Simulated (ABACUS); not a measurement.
# FeO (Wuestite) (Fm-3m) in ABACUS: further runs

Runs on FeO (Wuestite). Level: LDA. Tasks: band structure, equation of state.

All numbers are computed with ABACUS 3.10.1; they aren't measurements. Logs are shortened: lines on timing, memory, paths and dates and some standing lists are left out, and cuts for length are marked.

## 1. Starting point

Symmetry: Fm-3m, No. 225, cubic system. The conventional cell has a = 4.311 Å, b = 4.311 Å, c = 4.311 Å, α = 90.00°, β = 90.00°, γ = 90.00°. Fe (site symmetry m-3m) is surrounded by 6 O at 2.16 Å. Around O (site symmetry m-3m) lie 6 Fe at 2.16 Å.

## 2. Band structure, LDA, collinear spin, ferromagnetic start

INPUT reads:

```
INPUT_PARAMETERS
suffix              FeO
calculation         nscf
basis_type          pw
pseudo_dir          ./
symmetry            -1
dft_functional      pz
ecutwfc             40.0
pseudo_rcut         10
nspin               2
nbands              23
ks_solver           dav
smearing_method     fd
smearing_sigma      0.00367493
scf_thr             1e-08
scf_nmax            100
mixing_type         broyden
mixing_beta         0.4
ecutrho             320.0
init_chg            file
pw_diag_thr         1e-07
out_band            1
kpar                4
```

STRU reads:

```
ATOMIC_SPECIES
Fe 55.8450 fe_lda_v1.5.uspp.F.UPF
O 15.9990 o_lda_v1.2.uspp.F.UPF

LATTICE_CONSTANT
1.8897261246

LATTICE_VECTORS
-2.1554000000 0.0000000000 2.1554000000
0.0000000000 2.1554000000 2.1554000000
-2.1554000000 2.1554000000 0.0000000000

ATOMIC_POSITIONS
Direct

Fe
0.0
1
0.0000000000 0.0000000000 0.0000000000 1 1 1 mag 3

O
0.0
1
0.5000000000 0.5000000000 0.5000000000 1 1 1 mag 0
```

KPT reads:

```
K_POINTS
12
Line
0.00000000 0.00000000 0.00000000 10 // G
0.50000000 0.00000000 0.50000000 10 // X
0.50000000 0.25000000 0.75000000 10 // W
0.37500000 0.37500000 0.75000000 10 // K
0.00000000 0.00000000 0.00000000 10 // G
0.50000000 0.50000000 0.50000000 10 // L
0.62500000 0.25000000 0.62500000 10 // U
0.50000000 0.25000000 0.75000000 10 // W
0.50000000 0.50000000 0.50000000 10 // L
0.37500000 0.37500000 0.75000000 1 // K
0.62500000 0.25000000 0.62500000 10 // U
0.50000000 0.00000000 0.50000000 1 // X
```

Potentials or basis: GBRV ultrasoft 1.5 LDA, plane waves.

Launch:

```console
$ OMP_NUM_THREADS=1 mpirun -np 4 abacus > log
```

running log:

```text
ABACUS v3.10.1

               Atomic-orbital Based Ab-initio Computation at UStc

 ------------------------------------------------------------------------------------

 READING GENERAL INFORMATION
                           global_out_dir = OUT.FeO/
                           global_in_card = INPUT
                               pseudo_dir = ./
                              orbital_dir =
                                    DSIZE = 4
                                    GSIZE = 1

 READING UNITCELL INFORMATION
                                    ntype = 2
                  lattice constant (Bohr) = 1.88973
              lattice constant (Angstrom) = 1

 READING ATOM TYPE 1
                               atom label = Fe
                      L=0, number of zeta = 1
                      L=1, number of zeta = 1
                      L=2, number of zeta = 1
             number of atom for this type = 1
               magnetization of element 1 = 3

 READING ATOM TYPE 2
                               atom label = O
                      L=0, number of zeta = 1
                      L=1, number of zeta = 1
                      L=2, number of zeta = 1
             number of atom for this type = 1
               magnetization of element 2 = 0

                        TOTAL ATOM NUMBER = 2
DIRECT COORDINATES
    atom                   x                   y                   z     mag                  vx                  vy                  vz
taud_Fe1            0.0000000000        0.0000000000        0.0000000000  3.0000        0.0000000000        0.0000000000        0.0000000000
taud_O1            0.5000000000        0.5000000000        0.5000000000  0.0000        0.0000000000        0.0000000000        0.0000000000

                          Volume (Bohr^3) = 135.148
                             Volume (A^3) = 20.0269

 Lattice vectors: (Cartesian coordinate: in unit of a_0)
              -2.1554                  +0             +2.1554
                   +0             +2.1554             +2.1554
              -2.1554             +2.1554                  +0
 Reciprocal vectors: (Cartesian coordinate: in unit of 2 pi/a_0)
            -0.231976           -0.231976           +0.231976
            +0.231976           +0.231976           +0.231976
            -0.231976           +0.231976           -0.231976
 The esolver type has been set to : ksdft_pw

                PAO radial cut off (Bohr) = 10

 Read in pseudopotential file is fe_lda_v1.5.uspp.F.UPF
                     pseudopotential type = US
          exchange-correlation functional = PZ
                 nonlocal core correction = 1
                        valence electrons = 16
                                     lmax = 2
                           number of zeta = 5
                     number of projectors = 6
                           L of projector = 0
                           L of projector = 0
                           L of projector = 1
                           L of projector = 1
                           L of projector = 2
                           L of projector = 2
                PAO radial cut off (Bohr) = 10

 Read in pseudopotential file is o_lda_v1.2.uspp.F.UPF
                     pseudopotential type = US
          exchange-correlation functional = PZ
                 nonlocal core correction = 1
                        valence electrons = 6
                                     lmax = 2
                           number of zeta = 2
                     number of projectors = 5
                           L of projector = 0
                           L of projector = 0
                           L of projector = 1
                           L of projector = 1
                           L of projector = 2
     initial pseudo atomic orbital number = 17
 The readin total magnetization is 3

 SETUP THE ELECTRONS NUMBER
            electron number of element Fe = 16
      total electron number of element Fe = 16
             electron number of element O = 6
       total electron number of element O = 6
            AUTOSET number of electrons:  = 22
                           occupied bands = 11
                                   NBANDS = 23
                                   NLOCAL = 18

%%%%%%%%%%%%%%%%%%%%%%%%%%%%%%%%%%%%%%%%%%%%%%%%%%%%%%%%%%%%%%%%%%%%%%%%%%%%%%%%%%%%%%%%%%%%%%%%%%%%%%%%%%
 Warning: the number of valence electrons in pseudopotential > 8 for Fe: [Ar] 3d6 4s2
 Pseudopotentials with additional electrons can yield (more) accurate outcomes, but may be less efficient.
 If you're confident that your chosen pseudopotential is appropriate, you can safely ignore this warning.
%%%%%%%%%%%%%%%%%%%%%%%%%%%%%%%%%%%%%%%%%%%%%%%%%%%%%%%%%%%%%%%%%%%%%%%%%%%%%%%%%%%%%%%%%%%%%%%%%%%%%%%%%%

 SETUP THE PLANE WAVE BASIS
 energy cutoff for charge/potential (unit:Ry) = 160
            fft grid for charge/potential = [ 24, 24, 24 ]
                        fft grid division = [ 1, 1, 1 ]
        big fft grid for charge/potential = [ 36, 36, 36 ]
                                     nbxx = 46656
                                     nrxx = 13824

 SETUP PLANE WAVES FOR CHARGE/POTENTIAL
                    number of plane waves = 4645
                         number of sticks = 367

 PARALLEL PW FOR CHARGE/POTENTIAL
     PROC   COLUMNS(POT)             PW
        1            367           4645
 --------------- sum -------------------
        1            367           4645
                            number of |g| = 92
                                  max |g| = 14.4218
                                  min |g| = 0

 energy cutoff for dense charge/potential (unit:Ry) = 320
      fft grid for dense charge/potential = [ 36, 36, 36 ]
                                     nrxx = 46656

 SETUP PLANE WAVES FOR dense CHARGE/POTENTIAL
                    number of plane waves = 13107
                         number of sticks = 745

 PARALLEL PW FOR dense CHARGE/POTENTIAL
     PROC   COLUMNS(POT)             PW
        1            745          13107
 --------------- sum -------------------
        1            745          13107
                            number of |g| = 181
                                  max |g| = 28.8436
                                  min |g| = 0

----------- Double Check Mixing Parameters Begin ------------
mixing_type: broyden
mixing_beta: 0.4
mixing_gg0: 1
mixing_gg0_min: 0.1
mixing_beta_mag: 1.6
mixing_gg0_mag: 0
mixing_ndim: 8
----------- Double Check Mixing Parameters End ------------

 SETUP K-POINTS
                                    nspin = 2
                                   nkstot = 102
K-POINTS DIRECT COORDINATES
 KPOINTS    DIRECT_X    DIRECT_Y    DIRECT_Z  WEIGHT
       1  0.00000000  0.00000000  0.00000000  1.0000
       2  0.05000000  0.00000000  0.05000000  1.0000
       3  0.10000000  0.00000000  0.10000000  1.0000
       4  0.15000000  0.00000000  0.15000000  1.0000
       5  0.20000000  0.00000000  0.20000000  1.0000
       6  0.25000000  0.00000000  0.25000000  1.0000
[... 22 lines left out ...]
      29  0.40000000  0.35000000  0.75000000  1.0000
      30  0.38750000  0.36250000  0.75000000  1.0000
[... 72 further k points ...]

           k-point number in this process = 26
       minimum distributed K point number = 25
                             nks(nspin=2) = 52
                          nkstot(nspin=2) = 204

[... K-POINTS CARTESIAN COORDINATES: 52 rows ...]

[... K-POINTS DIRECT COORDINATES: 52 rows ...]

 SETUP PLANE WAVES FOR WAVE FUNCTIONS
     energy cutoff for wavefunc (unit:Ry) = 40
              fft grid for wave functions = [ 24, 24, 24 ]
                    number of plane waves = 869
                         number of sticks = 121

 PARALLEL PW FOR WAVE FUNCTIONS
     PROC   COLUMNS(POT)             PW
        1            121            869
 --------------- sum -------------------
        1            121            869

 SETUP NONLOCAL PSEUDOPOTENTIALS IN PLANE WAVE BASIS
 Fe non-local projectors:
 projector 1 L=0
 projector 2 L=0
 projector 3 L=1
 projector 4 L=1
 projector 5 L=2
 projector 6 L=2
 O non-local projectors:
 projector 1 L=0
 projector 2 L=0
 projector 3 L=1
 projector 4 L=1
 projector 5 L=2
      TOTAL NUMBER OF NONLOCAL PROJECTORS = 31

 Init Non-Local PseudoPotential table :
 Init Non-Local-Pseudopotential done.

                                     npwx = 588

 Make real space PAO into reciprocal space.
       max mesh points in Pseudopotential = 683
     dq(describe PAO in reciprocal space) = 0.01
                                    max q = 763

 number of pseudo atomic orbitals for Fe is 5
WARNING: norm of atomic wavefunction # 4 of atomic type Fe is 0.999999, renormalized
WARNING: norm of atomic wavefunction # 5 of atomic type Fe is 0.999939, renormalized

 number of pseudo atomic orbitals for O is 2

 -------------------------------------------
 NONSELF-CONSISTENT
 -------------------------------------------
                                 init_chg = file
 try to read charge from file
 Read in the charge density: OUT.FeO//FeO-CHARGE-DENSITY.restart

 PW ALGORITHM --------------- ION=   1  ELEC=   1--------------------------------
 k(1/204) Iter steps (avg)=9 threshold=1e-07
 k(2/204) Iter steps (avg)=8 threshold=1e-07
 k(3/204) Iter steps (avg)=8 threshold=1e-07
 k(4/204) Iter steps (avg)=8 threshold=1e-07
 k(5/204) Iter steps (avg)=9 threshold=1e-07
 k(6/204) Iter steps (avg)=9 threshold=1e-07
 k(7/204) Iter steps (avg)=10 threshold=1e-07
 k(8/204) Iter steps (avg)=12 threshold=1e-07
 k(9/204) Iter steps (avg)=14 threshold=1e-07
 k(10/204) Iter steps (avg)=11 threshold=1e-07
[... 32 lines left out ...]
 k(43/204) Iter steps (avg)=12 threshold=1e-07
 k(44/204) Iter steps (avg)=13 threshold=1e-07
 k(45/204) Iter steps (avg)=13 threshold=1e-07
 k(46/204) Iter steps (avg)=13 threshold=1e-07
 k(47/204) Iter steps (avg)=12 threshold=1e-07
 k(48/204) Iter steps (avg)=14 threshold=1e-07
 k(49/204) Iter steps (avg)=14 threshold=1e-07
 k(50/204) Iter steps (avg)=14 threshold=1e-07
 k(51/204) Iter steps (avg)=14 threshold=1e-07
 k(52/204) Iter steps (avg)=14 threshold=1e-07
[... levels at 52 k points of this process ...]

          total magnetism (Bohr mag/cell) = 4.00040
       absolute magnetism (Bohr mag/cell) = 4.00717
                        nelec for spin up = 13.0002
                      nelec for spin down = 8.99980

 Density error is 0.00000000000
                          Error Threshold = 1.00000000000e-07
----------------------------------------------------------
     Energy           Rydberg                 eV
----------------------------------------------------------
 E_KohnSham     -282.5655670506      -3844.5017704888
 E_KS(sigma->0) -282.5651583521      -3844.4962098606
 E_Harris       -282.5655670506      -3844.5017704888
 E_band         -20.2191011820       -275.0949845132
 E_one_elec     -136.8443460604      -1861.8628455059
 E_Hartree      80.3877923769        1093.7320259670
 E_xc           -36.0806399486       -490.9022907877
 E_Ewald        -190.0275560214      -2585.4575389057
 E_entropy(-TS) -0.0008173970        -0.0111212565
 E_descf        0.0000000000         0.0000000000
 E_exx          0.0000000000         0.0000000000
 E_Fermi        1.0251219096         13.9474991155
----------------------------------------------------------

 charge density convergence is achieved
 final etot is -3844.5017705 eV
 EFERMI = 13.947499116 eV

 STATE ENERGY(eV) AND OCCUPATIONS    NSPIN == 2
SPIN UP :
 1/26 kpoint (Cartesian) = 0.0000 0.0000 0.0000 (561 pws)
       1       -75.0910     0.00980392
       2       -41.4906     0.00980392
       3       -41.4906     0.00980392
       4       -41.4906     0.00980392
       5       -6.51993     0.00980392
       6        10.0787     0.00980392
[... 15 lines left out ...]
      22        37.4661        0.00000
      23        37.4661        0.00000

 2/26 kpoint (Cartesian) = -0.023198 0.0000 0.0000 (565 pws)
       1       -75.0908     0.00980392
       2       -41.4919     0.00980392
       3       -41.4911     0.00980392
       4       -41.4911     0.00980392
       5       -6.48507     0.00980392
       6        9.41559     0.00980392
[... 15 lines left out ...]
      22        37.5097        0.00000
      23        38.4310        0.00000
[... 73 lines left out ...]
      22        38.9147        0.00000
      23        41.4795        0.00000

 6/26 kpoint (Cartesian) = -0.11599 0.0000 0.0000 (576 pws)
       1       -75.0872     0.00980392
       2       -41.5161     0.00980392
       3       -41.5009     0.00980392
       4       -41.5009     0.00980392
       5       -5.84569     0.00980392
       6        6.66457     0.00980392
[... 15 lines left out ...]
      22        40.6294        0.00000
      23        41.1986        0.00000

[... levels at 46 further k points ...]

 --------------------------------------------
 !FINAL_ETOT_IS -3844.501770488800 eV
 --------------------------------------------

 Output bands in file: OUT.FeO/BANDS_1.dat

 Output bands in file: OUT.FeO/BANDS_2.dat
```

It took 3.8 s on 4 MPI ranks of Intel Xeon Platinum 8488C (Sapphire Rapids), shared host; peak memory 0.44 GiB.

Levels at the corners of the path, in eV from the Fermi level:
Spin up:
| point | band 11 | band 12 | band 13 | band 14 |
| --- | --- | --- | --- | --- |
| Γ | -3.82 | -3.51 | -3.51 | 0.05 |
| X | -2.70 | -2.70 | -2.59 | 5.10 |
| W | -2.71 | -2.70 | -1.60 | 7.26 |
| K | -2.57 | -2.30 | -1.59 | 6.59 |
| Γ | -3.82 | -3.51 | -3.51 | 0.05 |
| L | -2.44 | -0.24 | -0.24 | 3.92 |
| U | -2.57 | -2.30 | -1.59 | 6.59 |
| W | -2.71 | -2.70 | -1.60 | 7.26 |
| L | -2.44 | -0.24 | -0.24 | 3.92 |
| K | -2.57 | -2.30 | -1.59 | 6.59 |
| U | -2.57 | -2.30 | -1.59 | 6.59 |
| X | -2.70 | -2.70 | -2.59 | 5.10 |
Spin down:
| point | band 6 | band 7 | band 8 | band 9 | band 10 | band 11 | band 12 | band 13 |
| --- | --- | --- | --- | --- | --- | --- | --- | --- |
| Γ | -3.29 | -3.29 | -3.29 | -0.72 | -0.72 | -0.72 | 0.01 | 0.01 |
| X | -6.92 | -4.46 | -4.46 | -2.14 | 0.56 | 0.83 | 0.83 | 1.02 |
| W | -6.14 | -6.14 | -5.62 | -0.01 | -0.01 | 0.83 | 0.92 | 1.67 |
| K | -6.54 | -6.18 | -4.92 | -0.80 | 0.63 | 0.74 | 1.18 | 1.63 |
| Γ | -3.29 | -3.29 | -3.29 | -0.72 | -0.72 | -0.72 | 0.01 | 0.01 |
| L | -8.09 | -5.24 | -5.24 | 0.45 | 0.45 | 0.66 | 2.71 | 2.71 |
| U | -6.54 | -6.18 | -4.92 | -0.80 | 0.63 | 0.74 | 1.18 | 1.63 |
| W | -6.14 | -6.14 | -5.62 | -0.01 | -0.01 | 0.83 | 0.92 | 1.67 |
| L | -8.09 | -5.24 | -5.24 | 0.45 | 0.45 | 0.66 | 2.71 | 2.71 |
| K | -6.54 | -6.18 | -4.92 | -0.80 | 0.63 | 0.74 | 1.18 | 1.63 |
| U | -6.54 | -6.18 | -4.92 | -0.80 | 0.63 | 0.74 | 1.18 | 1.63 |
| X | -6.92 | -4.46 | -4.46 | -2.14 | 0.56 | 0.83 | 0.83 | 1.02 |

Caveat: the density is read from an earlier self-consistent run, whose mesh may be coarse.

[end of part 1 of 2]
